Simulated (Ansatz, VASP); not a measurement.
**Cross-check of AlN between VASP and Ansatz**

Aim: how closely do two programs agree when they are given the same cell, functional and k mesh? The cell is taken from a series of runs on this material, whose earlier steps may have relaxed, scaled, displaced or heated it; both programs get it as it stands.

Main program and level: Ansatz 0.2.0; plane waves, with VASP 6.6.1 beside it; relaxation of cell and atoms at BLYP with D3(BJ).

### Step 1. Starting point

The structure is cubic, space group F-43m (No. 216). Conventional cell: a = 4.368 Å, b = 4.368 Å, c = 4.368 Å, α = 90.00°, β = 90.00°, γ = 90.00°. Nearest to Al lie 4 N at 1.89 Å. Nearest to N lie 4 Al at 1.89 Å. Farther neighbours and most contacts between anions are not listed.

### Step 2. Ansatz: relaxation of cell and atoms, BLYP with D3(BJ)

Ansatz runs on its default PAW (the set named soft_2) files.

The relaxed volume is the usual yardstick between codes: in a stiff, nearly cubic crystal its relative difference is about their pressure difference at one cell divided by the bulk modulus.

input.yaml

```yaml
crystal:
  lattice:
    - [0.0, 2.1839935596, 2.1839935596]
    - [2.1839935596, 0.0, 2.1839935596]
    - [2.1839935596, 2.1839935596, 0.0]
  atoms:
    - { symbol: Al, position: [0.0, 0.0, 0.0] }
    - { symbol: "N", position: [0.75, 0.75, 0.75] }
kpoints:
  mp_grid: { grid: [8, 8, 8] }
hamiltonian:
  xc: blyp
  dispersion: d3bj
scf:
  occupations: { method: gaussian, width: 0.02 }
output:
  forces: true
  stress: true
  eigenvalues: true
relax:
  adjacent_minimum: "off"
  f_tol: 0.005
  max_steps: 60
  cell: { stress_tol: 0.03 }
```

Run with:

```sh
$ ansatz run input.yaml --threads 4 --pin off --max-ram 8192MiB --backend cpu --events-out ev --progress --plain --runs-dir out
```

Numbers of over 12 decimals in the logs are rounded to 6 here.

What it wrote:

```text
Engine: ansatz 0.2.0, aarch64-unknown-linux-gnu
Pseudopotentials: kind: paw
Pseudopotential: Al, paw, valence charge 3, recommended cutoff 420 eV (normal), Al.paw.azcp
Pseudopotential: N, paw, valence charge 5, recommended cutoff 420 eV (normal), N.paw.azcp
Functional definition: BLYP
  parameter beta = 0.0042
  parameter a = 0.04918
  parameter b = 0.132
  parameter c = 0.2533
  parameter d = 0.349
  exchange = b88_x(beta = beta)
  correlation = lyp_c(a = a, b = b, c = c, d = d)
Crystal: 2 atoms, lattice volume = 20.835 Å³
Basis set: ecut = 420 eV, 411 PW (Γ), exchange–correlation on 48×48×48 points (8 copies of the dense FFT grid, shifted against one another)
Bands: 8, of which v1, the nominal top of the filled ones, is band 4 counted from 1 (3 counted from 0)
Symmetry: 24 space group operations
Space group: F-43m (ITA 216), of the structure as read, at distance tolerance 2.8e-5 Å
k-points: 29 of 512 (time reversal used)
Non-local potential: Al, projectors of the file, l = 0: 2, l = 1: 2, l = 2: 1
Non-local potential: N, projectors of the file, l = 0: 2, l = 1: 2, l = 2: 1
PAW form: soft (Blöchl's): semilocal exchange-correlation on the pseudo side does not see the compensation charge
PAW frozen core: Al, regenerated for the run's functional, and the local potential with it (the file was generated under x = pbe(κ = 0.804, μ = 0.219515), c = pbe(β = 0.066725))
PAW frozen core: N, regenerated for the run's functional, and the local potential with it (the file was generated under x = pbe(κ = 0.804, μ = 0.219515), c = pbe(β = 0.066725))
PAW one-centre angular grid: Al, 110 points (default); XC on 64 Gauss nodes
PAW one-centre angular grid: N, 110 points (default); XC on 64 Gauss nodes
Initial density: superposition of atomic densities (neutral atoms: chi_scale 0, normalization atom), corrected by the library's trained network
Initial wavefunctions: pseudopotential atomic-orbital guess
Functional: x = b88, c = lyp
SCF iter   1: F=—  HF=-930.261924 eV  |F-HF|=—  |Δ(HF+E_count)|=         —  Δρ=1.97e-2  dr2=7.46e-2  ethr=1.77e-3  ⟨swp⟩=5.0  Hψ=1718  notcnv=0
preconditioner: auto → none  [insulator: Δε(μ)=3.942 eV  Ē_g=15.633 eV  σ=0.020 eV  W_gap=1.00  n_scr=0 (ndim 8)  ℏωp=23.0 eV  f_vac=0.000  D(μ)=0.00/eV (n_scr^D=0)  ε∞_Penn≈3.2]
SCF iter   2: F=—  HF=-930.243128 eV  |F-HF|=—  |Δ(HF+E_count)|=   1.88e-2  Δρ=7.70e-3  dr2=1.12e-2  ethr=9.33e-4  ⟨swp⟩=2.8  Hψ=684  notcnv=0
SCF iter   3: F=—  HF=-930.239728 eV  |F-HF|=—  |Δ(HF+E_count)|=   3.40e-3  Δρ=1.06e-3  dr2=2.02e-4  ethr=1.40e-4  ⟨swp⟩=2.5  Hψ=433  notcnv=0
SCF iter   4: F=—  HF=-930.239735 eV  |F-HF|=—  |Δ(HF+E_count)|=   6.52e-6  Δρ=8.28e-5  dr2=7.14e-7  ethr=2.52e-6  ⟨swp⟩=2.2  Hψ=402  notcnv=0
SCF iter   5: F=—  HF=-930.239733 eV  |F-HF|=—  |Δ(HF+E_count)|=   1.54e-6  Δρ=1.54e-5  dr2=2.89e-8  ethr=8.93e-9  ⟨swp⟩=2.7  Hψ=345  notcnv=0
SCF iter   6: F=-930.239734 eV  HF=-930.239734 eV  |F-HF|=1.08e-10  |Δ(HF+E_count)|=   6.50e-8  Δρ=6.38e-7  dr2=4.70e-11  ethr=3.61e-10  ⟨swp⟩=1.8  Hψ=763  notcnv=0
SCF 1 converged in 6 iterations: F = -930.239734 eV  dr2 = 4.70e-11
  greatest PAW one-centre occupation: 0.787 electrons in one spin orbital (limit 2), on the N atom at site 1 (counted from 0), in its partial waves of l = 0
relax step   1: F+E_penalty+E_count = -930.23973353 eV  Δ(F+E_penalty+E_count) = +0.000e0 eV  max|allowed force component| = 1.850e-16 eV/Å  Δτ_max = 0.0000 Å  P = -1.561 GPa  Ω = 20.835 Å³  (6 SCF iters, dr2 threshold 1.00e-7 eV, accepted)
[...]
relax step   2: F+E_penalty+E_count = -930.24061983 eV  Δ(F+E_penalty+E_count) = -8.863e-4 eV  max|allowed force component| = 1.665e-16 eV/Å  Δτ_max = 0.0000 Å  P = -0.785 GPa  Ω = 20.756 Å³  energy of the carried Pulay correction = +3.073e-4 eV  (4 SCF iters, dr2 threshold 2.00e-7 eV, accepted)
[...]
relax step   3: F+E_penalty+E_count = -930.24112213 eV  Δ(F+E_penalty+E_count) = -5.023e-4 eV  max|allowed force component| = 1.342e-16 eV/Å  Δτ_max = 0.0000 Å  P = +0.008 GPa  Ω = 20.676 Å³  energy of the carried Pulay correction = +6.167e-4 eV  (4 SCF iters, dr2 threshold 2.00e-7 eV, accepted)
[...]
relax step   4: F+E_penalty+E_count = -930.24054669 eV  Δ(F+E_penalty+E_count) = +5.754e-4 eV  max|allowed force component| = 1.295e-16 eV/Å  Δτ_max = 0.0000 Å  P = -0.042 GPa  Ω = 20.676 Å³  stress off target by 4.21e-2 GPa  SCF on the basis re-selected at this cell (its energy is not comparable with the rows above)  (5 SCF iters)
[...]
relax step   5: F+E_penalty+E_count = -930.24056353 eV  Δ(F+E_penalty+E_count) = -1.684e-5 eV  max|allowed force component| = 1.203e-16 eV/Å  Δτ_max = 0.0000 Å  P = -0.001 GPa  Ω = 20.672 Å³  energy of the carried Pulay correction = +1.628e-5 eV  (3 SCF iters, dr2 threshold 4.43e-9 eV, accepted)
[...]
relax step   6: F+E_penalty+E_count = -930.24053478 eV  Δ(F+E_penalty+E_count) = +2.875e-5 eV  max|allowed force component| = 1.365e-16 eV/Å  Δτ_max = 0.0000 Å  P = -0.001 GPa  Ω = 20.672 Å³  stress off target by 1.22e-3 GPa  SCF on the basis re-selected at this cell (its energy is not comparable with the rows above)  (5 SCF iters)
basis re-selected at this cell: Δ(F+E_penalty+E_count) = +2.875e-5 eV, ΔP = -0.000 GPa vs the last step (what re-selecting the basis moved, of the pressure what is left beyond the Pulay correction that the steps carried, after the strain that the cell walked since its last selection, with what the two solves' SCF thresholds leave and, on support functions, any second-order correction that the steps lacked; it is no m [...]
SCF converged after 5 iterations
Free energy (F): -930.240535 eV
Harris-Foulkes:  -930.240535 eV  (|F-HF|=9.09e-13)
Internal energy: -930.240535 eV  (E = F + TS)
E sigma→0 (E₀):  -930.240535 eV
Fermi energy:    9.287048 eV
--- Per-component energies (eV) ---
  E_band       = 19.512536
  E_kinetic    = 160.973968
  E_local      = -225.622862  (includes V_loc(G=0)·N_el)
  E_nonlocal   = 56.826161
  E_hartree    = 78.795337
  E_xc         = -100.483450
  E_vxc        = -106.071307  (∫ρ·V_xc dr)
  E_paw        = -602.184312  (= ΣΔE_a)
  E_vpaw       = -24.184193  (= ΣTr[D̂ρ^β])
  E_aug_tail   = 0.000096  (compensation charges beyond the density's cutoff)
  E_ewald      = -297.378321
  E_disp       = -1.181562  (pairwise vdW)
  E_core_change = 0.014411  (= ΣΔE_core)
  E_smearing   = -0.000000  (= −TS)
  E_closure    = -0.000000  (closes the sum)
  Σ components = -930.240535   (vs F -930.240535, Δ=0.00e0)
--- Forces (eV/Å), atoms counted from 1 ---
  atom   1  Al     0.00000000     0.00000000     0.00000000
  atom   2  N      0.00000000    -0.00000000    -0.00000000
  max |Σ_I F_I| component: 1.16e-16 eV/Å
--- Stress (GPa, compression-positive) ---
       -0.001215       0.000000       0.000000
       -0.000000      -0.001215       0.000000
       -0.000000       0.000000      -0.001215
  P = ⅓ Tr σ = -0.0012 GPa (-0.012 kbar)
--- Band table (eV; the first three rows and the last of 29) ---
  k-point 0: bands = ["-7.4677", "7.4403", "7.4403", "7.4403", "11.9994", "20.1619", "20.1619", "20.1619"]
  k-point 1: bands = ["-7.2415", "6.3107", "7.3636", "7.3636", "12.9022", "19.6095", "20.3308", "20.3308"]
  k-point 2: bands = ["-6.6218", "4.2667", "7.1897", "7.1897", "14.2006", "18.6415", "19.9353", "19.9353"]
  k-point 28: bands = ["-4.7462", "3.6960", "4.0833", "4.8436", "13.7860", "19.1535", "19.6415", "19.7012"]
--- Relaxed structure (4 steps of the walk, 4 accepted, 2 SCFs on fresh bases) ---
  F+E_penalty+E_count = -930.24053478 eV   max|allowed force component| = 1.365e-16 eV/Å   (the final SCF, on the basis selected at the relaxed cell)
  cell:  # Å, volume = 20.6721 Å³
    - [0, 2.178304, 2.178304]
    - [2.178304, 0, 2.178304]
    - [2.178304, 2.178304, 0]
  atoms:
    - { symbol: Al, position: [0, 0, 0] }
    - { symbol: N, position: [0.75, 0.75, 0.75] }
```

### Step 3. VASP: relaxation of cell and atoms, BLYP with D3(BJ)

The same cell, functional (in two slightly different forms), mesh and smearing now go to VASP, with its own data sets.

Lines of VASP's logs that name or quote its potential files are left out, and so is its time.

INCAR

```
SYSTEM = AlN
PREC = Accurate
ENCUT = 600
EDIFF = 1E-07
NELM = 120
ISMEAR = 0
SIGMA = 0.02
LREAL = .FALSE.
ALGO = Normal
GGA = B5
ALDAX = 1
AGGAX = 1
AGGAC = 1
ALDAC = 0
IVDW = 12
VDW_S6 = 1
VDW_S8 = 2.6996
VDW_A1 = 0.4298
VDW_A2 = 4.2359
NBANDS = 10
LORBIT = 11
LWAVE = .FALSE.
LCHARG = .FALSE.
ISIF = 3
IBRION = 2
NSW = 80
EDIFFG = -0.005
LASPH = .TRUE.
GGA_COMPAT = .FALSE.
NELMIN = 4
EFERMI = MIDGAP
```

POSCAR

```
AlN
1.0
    0.0000000000      2.1839940000      2.1839940000
    2.1839940000      0.0000000000      2.1839940000
    2.1839940000      2.1839940000      0.0000000000
Al N
1 1
Direct
    0.0000000000      0.0000000000      0.0000000000
    0.7499997711      0.7499997711      0.7499997711
```

KPOINTS

```
Automatic mesh
0
Gamma
8 8 8
0 0 0
```

PAW data sets: Al and N (PBE family, release 64).

Run with:

```sh
$ mpirun -np 1 vasp_std
```

What it wrote:

```text
[banner, memory and clock lines left out]
running    1 mpi-ranks, on    1 nodes
 distrk:  each k-point on    1 cores,    1 groups
 distr:  one band on    1 cores,    1 groups

 POSCAR found type information on POSCAR AlN
 POSCAR found :  2 types and       2 ions
|                                                                             |
|               ----> ADVICE to this user running VASP <----                  |
|                                                                             |
|     You enforced a specific xc type in the INCAR file but a different       |
|     [... a line on the potential file left out ...]
|     I HOPE YOU KNOW WHAT YOU ARE DOING!                                     |
|                                                                             |

 LDA part: xc-table for (Slater(with rela. corr.)+VWN5), standard interpolation
 POSCAR, INCAR and KPOINTS ok, starting setup
 FFT: planning ... GRIDC
 FFT: planning ... GRID_SOFT
 FFT: planning ... GRID
 WAVECAR not read
 entering main loop
       N       E                     dE             d eps       ncg     rms          rms(c)
DAV:   1     0.175483026033E+02    0.17548E+02   -0.42607E+03   588   0.766E+02
DAV:   2    -0.156112444093E+02   -0.33160E+02   -0.32140E+02   714   0.167E+02
DAV:   3    -0.167425115423E+02   -0.11313E+01   -0.11300E+01   700   0.309E+01
DAV:   4    -0.167481202949E+02   -0.56088E-02   -0.56084E-02   670   0.225E+00
DAV:   5    -0.167481902580E+02   -0.69963E-04   -0.69963E-04   662   0.254E-01    0.931E+00
DAV:   6    -0.138892576753E+02    0.28589E+01   -0.15421E+01   698   0.223E+01    0.277E+00
DAV:   7    -0.138882503676E+02    0.10073E-02   -0.16818E-01   626   0.359E+00    0.198E+00
DAV:   8    -0.138814488416E+02    0.68015E-02   -0.33574E-02   588   0.210E+00    0.531E-01
DAV:   9    -0.138803430002E+02    0.11058E-02   -0.26142E-03   668   0.376E-01    0.223E-01
DAV:  10    -0.138804321724E+02   -0.89172E-04   -0.45188E-04   618   0.158E-01    0.236E-02
DAV:  11    -0.138804344673E+02   -0.22949E-05   -0.14437E-05   656   0.294E-02    0.131E-02
DAV:  12    -0.138804348618E+02   -0.39451E-06   -0.10911E-06   646   0.893E-03    0.175E-03
DAV:  13    -0.138804348840E+02   -0.22231E-07   -0.24782E-08   348   0.171E-03
   1 F= -.15052363E+02 E0= -.15052363E+02  d E =-.150524E+02
 curvature:   0.00 expect dE= 0.000E+00 dE for cont linesearch  0.000E+00
 trial: gam= 0.00000 g(F)=  0.137E-40 g(S)=  0.185E-02 ort = 0.000E+00 (trialstep = 0.100E+01)
 search vector abs. value=  0.185E-02
 bond charge predicted
       N       E                     dE             d eps       ncg     rms          rms(c)
DAV:   1    -0.138694839080E+02    0.10951E-01   -0.75231E-02   596   0.211E+00    0.381E-01
DAV:   2    -0.138664565465E+02    0.30274E-02   -0.16169E-02   610   0.785E-01    0.828E-02
DAV:   3    -0.138664329317E+02    0.23615E-04   -0.31927E-04   606   0.160E-01    0.301E-02
DAV:   4    -0.138664129309E+02    0.20001E-04   -0.12876E-05   622   0.281E-02    0.126E-02
DAV:   5    -0.138664105455E+02    0.23854E-05   -0.26861E-06   618   0.118E-02    0.547E-03
DAV:   6    -0.138664106291E+02   -0.83634E-07   -0.58694E-08   338   0.207E-03
   2 F= -.15052457E+02 E0= -.15052457E+02  d E =-.940454E-04
 trial-energy change:   -0.000094  1 .order   -0.000083   -0.001848    0.001681
 step:   0.5281(harm=  0.5236)  dis= 0.00000  next Energy=   -15.052853 (dE=-0.490E-03)
 bond charge predicted
       N       E                     dE             d eps       ncg     rms          rms(c)
DAV:   1    -0.138741820801E+02   -0.77715E-02   -0.16662E-02   594   0.990E-01    0.180E-01
DAV:   2    -0.138735050828E+02    0.67700E-03   -0.36471E-03   606   0.372E-01    0.384E-02
DAV:   3    -0.138735002916E+02    0.47911E-05   -0.69382E-05   602   0.747E-02    0.142E-02
DAV:   4    -0.138734957181E+02    0.45735E-05   -0.28869E-06   620   0.133E-02    0.579E-03
DAV:   5    -0.138734949880E+02    0.73012E-06   -0.59586E-07   614   0.552E-03    0.255E-03
DAV:   6    -0.138734949485E+02    0.39544E-07   -0.13131E-08   306   0.979E-04
   3 F= -.15052853E+02 E0= -.15052853E+02  d E =-.489894E-03
 curvature:  -0.26 expect dE=-0.117E-07 dE for cont linesearch -0.117E-07
 trial: gam=-0.00490 g(F)=  0.374E-39 g(S)=  0.449E-07 ort = 0.911E-05 (trialstep = 0.906E+00)
 search vector abs. value=  0.101E-09
 reached required accuracy - stopping structural energy minimisation
```

OUTCAR, selected parts (step 3):

```text
ion  position               nearest neighbor table
   1  0.000  0.000  0.000-   2 1.89   2 1.89   2 1.89   2 1.89
   2  0.750  0.750  0.750-   1 1.89   1 1.89   1 1.89   1 1.89

  LATTYP: Found a face centered cubic cell.
 ALAT       =     4.3679880000

 Subroutine GETGRP returns: Found 24 space group operations
 (whereof 24 operations were pure point group operations)

The static configuration has the point symmetry T_d .

 Found     29 irreducible k-points:

   k-points           NKPTS =     29   k-points in BZ     NKDIM =     29   number of bands    NBANDS=     10

   dimension x,y,z NGX =    28 NGY =   28 NGZ =   28
   dimension x,y,z NGXF=    56 NGYF=   56 NGZF=   56

   ENCUT  =  600.0 eV  44.10 Ry    6.64 a.u.   6.17  6.17  6.17*2*pi/ulx,y,z

   NELECT =       8.0000    total number of electrons

 k-points in reciprocal lattice and weights: Automatic mesh
   0.00000000  0.00000000  0.00000000       0.002
   0.12500000  0.00000000  0.00000000       0.016
   0.25000000  0.00000000  0.00000000       0.016
   0.37500000  0.00000000  0.00000000       0.016
   0.50000000  0.00000000  0.00000000       0.008
   0.12500000  0.12500000  0.00000000       0.012
   0.25000000  0.12500000  0.00000000       0.047
   0.37500000  0.12500000  0.00000000       0.047
   0.50000000  0.12500000  0.00000000       0.047
[...]
-0.37500000  0.50000000  0.12500000       0.023
  -0.25000000  0.50000000  0.25000000       0.012

 Edisp (eV)   -1.18605

 average (electrostatic) potential at core
       1 -71.4564       2 -59.5234

 E-fermi :   8.2693

 k-point     1 :       0.0000    0.0000    0.0000
  band No.  band energies     occupation
      1      -8.4836      2.00000
      2       6.4315      2.00000
      3       6.4315      2.00000
      4       6.4315      2.00000
      5      10.9677      0.00000
      6      19.1106      0.00000
      7      19.1106      0.00000
      8      19.1106      0.00000
      9      24.2704      0.00000
    ...

 k-point     2 :       0.1250    0.0000    0.0000
  band No.  band energies     occupation
      1      -8.2573      2.00000
      2       5.2981      2.00000
      3       6.3535      2.00000
      4       6.3536      2.00000
      5      11.8691      0.00000
      6      18.5584      0.00000
      7      19.2831      0.00000
      8      19.2832      0.00000
      9      22.7979      0.00000
    ...

 k-point     3 :       0.2500    0.0000    0.0000
  band No.  band energies     occupation
      1      -7.6369      2.00000
      2       3.2503      2.00000
      3       6.1774      2.00000
      4       6.1774      2.00000
      5      13.1645      0.00000
      6      17.5958      0.00000
      7      18.9090      0.00000
      8      18.9090      0.00000
      9      22.9050      0.00000
    ...

 Edisp (eV)   -1.17936

  Total      -0.00079    -0.00079    -0.00079     0.00000     0.00000    -0.00000
  in kB      -0.06093    -0.06093    -0.06093     0.00000     0.00000    -0.00000
  external pressure =       -0.06 kB  Pullay stress =        0.00 kB

  energy-cutoff  :      600.00
  volume of cell :       20.71
      direct lattice vectors                 reciprocal lattice vectors
     0.000000000  2.179547689  2.179547689    -0.229405396  0.229405396  0.229405396
     2.179547689  0.000000000  2.179547689     0.229405396 -0.229405396  0.229405396
     2.179547689  2.179547689  0.000000000     0.229405396  0.229405396 -0.229405396

 POSITION                                       TOTAL-FORCE (eV/Angst)
 -----------------------------------------------------------------------------------
      0.00000      0.00000      0.00000        -0.000000     -0.000000     -0.000000
      3.26932      3.26932      3.26932         0.000000      0.000000      0.000000
 -----------------------------------------------------------------------------------
    total drift:                                0.000731      0.000731      0.000731

  FREE ENERGIE OF THE ION-ELECTRON SYSTEM (eV)
  ---------------------------------------------------
  free  energy   TOTEN  =       -15.0528528260 eV

  energy  without entropy=      -15.0528528260  energy(sigma->0) =      -15.05285283

 reached required accuracy - stopping structural energy minimisation

 total charge
# of ion       s       p       d       tot
------------------------------------------
    1        0.364   0.445   0.000   0.809
    2        1.218   2.666   0.000   3.884
--------------------------------------------------
tot          1.581   3.112   0.000   4.693

[... 3 further parts left out ...]
```

CONTCAR:

```
AlN
   1.00000000000000
     0.0000000000000000    2.1795476886104592    2.1795476886104592
     2.1795476886104592    0.0000000000000000    2.1795476886104592
     2.1795476886104592    2.1795476886104592    0.0000000000000000
  Al              N
     1     1
Direct
     0.0000000000000000    0.0000000000000000    0.0000000000000000
     0.7499997711000006    0.7499997711000006    0.7499997711000006
```

### Step 4. Comparison

Known differences besides the potentials themselves: the cutoff is 420 eV in Ansatz and 600 eV in VASP; Ansatz makes its cores anew for this functional, VASP keeps those of its PBE data sets; VASP's log shows a relativistic correction to its local exchange, Ansatz's none; Ansatz adds a Pulay correction to the stress that steers its cell, VASP none. Total energies have different zeros and are not compared.

The two programs side by side:

```
                                         quantity  Ansatz   VASP  difference
                                      volume (Å³)   20.67  20.71     -0.17 %
edge a after relaxation, in the typed setting (Å)   3.081  3.082     -0.06 %
```

### Step 5. Results

```yaml
difference_in_volume_relaxation_of_cell_and_atoms_blyp_with_d3_bj: -0.17 %
```

The difference in volume is -0.17 % (relaxation of cell and atoms, BLYP with D3(BJ)), within the 1.2 % picked in this series as the mark of a large difference, as far as the stopping tolerances let one tell. 2 further runs of this series are not shown here. Such differences can come from data sets, numerical settings and the points named under the comparisons, not from the functional's error against experiment.

[Lines on the potential files, build, host, timing and source positions are cut from VASP's logs without a mark.]

[Logs are printed without paths, hosts, clocks, repeated set-up lines and the standing remarks that a program may print on its own settings, such as how far it seeks lower states.]

[Hosts, paths, dates, database ids (printed as entryN), source tags and the programs' standing remarks are cut or masked in the printed files.]
